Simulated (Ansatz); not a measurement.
Runs of Ansatz 0.2.0 on FeSi. It takes space group P2_13 (No. 198, cubic). Conventional cell: a = 4.551 Å, b = 4.551 Å, c = 4.551 Å, α = 90.00°, β = 90.00°, γ = 90.00°. Fe (site symmetry 3) is surrounded by 7 Si at 2.32 to 2.55 Å. Si (site symmetry 3) has 7 Fe at 2.32 to 2.55 Å as nearest neighbours. 

```tsv
task	level	cell	k mesh	cutoff (eV)	points for each segment of the path	gap on the mesh (eV)	pressure (GPa)	moment (μB)	largest force (eV/Å)
single point	PBE	as given	6 × 6 × 6	420	-	none	-10.4	3.73	0.09
relaxation of cell and atoms	r2SCAN	relaxed	6 × 6 × 6	500	-	none	0.0	(a)	-
single point	PBE0	as given	4 × 4 × 4	420	-	none	-	7.34	0.62
band structure	PBEsol	as given	6 × 6 × 6	420	10	none	(b)	3.59	0.08
band structure	HSE06	as given	4 × 4 × 4	420	4	none	-	7.37	0.63
band structure	r2SCAN	as given	6 × 6 × 6	500	10	none	(d)	(c)	0.19
```

Alike in all rows: potentials or basis Ansatz PAW; spin collinear, ferromagnetic start; smearing fermi-dirac 0.05 eV.

Task: Estimate the missing entries.

Result: (a) 4.14; (b) -16.8; (c) 4.63; (d) -14.1.

Caveats: the PAW data sets come from PBE, with cores solved anew for the run's functional, which leaves a small shift of forces and pressure (some runs); the magnetic or orbital state may not be the lowest (some runs); the plane-wave basis is chosen anew once the cell has moved, so the energies of steps on either side of that aren't comparable (some runs).

A k mesh can miss the band edges.

A gap of «none» marks a metal or a gap under the smearing width.

Not every run made on this cell is shown here.
